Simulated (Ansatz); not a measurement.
Runs of Ansatz 0.2.0 on PbSe2. Symmetry: I4/mcm, No. 140, tetragonal system. The conventional cell has a = 6.477 Å, b = 6.477 Å, c = 7.804 Å, α = 90.00°, β = 90.00°, γ = 90.00°. Around Pb (site symmetry 422) lie 8 Se at 3.20 Å. Around Se (site symmetry m2m) lie 1 Se at 2.38 Å. The cell comes from a database or a generator and needn't be the stable form of this composition.

```tsv
level	gap on the mesh (eV)	pressure (GPa)	relaxed volume (Å³/atom)
PBEsol+D3(BJ)	none	0.0	(a)
PBEsol+D3(BJ)-ATM	none	0.0	25.23
PBEsol	none	0.0	26.18
PBEsol+D4	none	0.0	25.52
```

Alike in all rows: task relaxation of cell and atoms; potentials or basis Ansatz PAW; no spin polarisation; cell relaxed; k mesh 6 × 6 × 6; cutoff (eV) 420; smearing fermi-dirac 0.05 eV.

Task: Fill in the values left out.

Result: (a) 25.12.

Caveats: the plane-wave basis is chosen anew once the cell has moved, so the energies of steps on either side of that aren't comparable; the PAW data sets come from PBE, with cores solved anew for the run's functional, which leaves a small shift of forces and pressure; pairwise dispersion overbinds metals, which lowers pressure and volume (some runs).

A k mesh can miss the band edges, and the runs leave out spin-orbit coupling on Pb, Se.

A gap of «none» marks a metal or a gap under the smearing width.
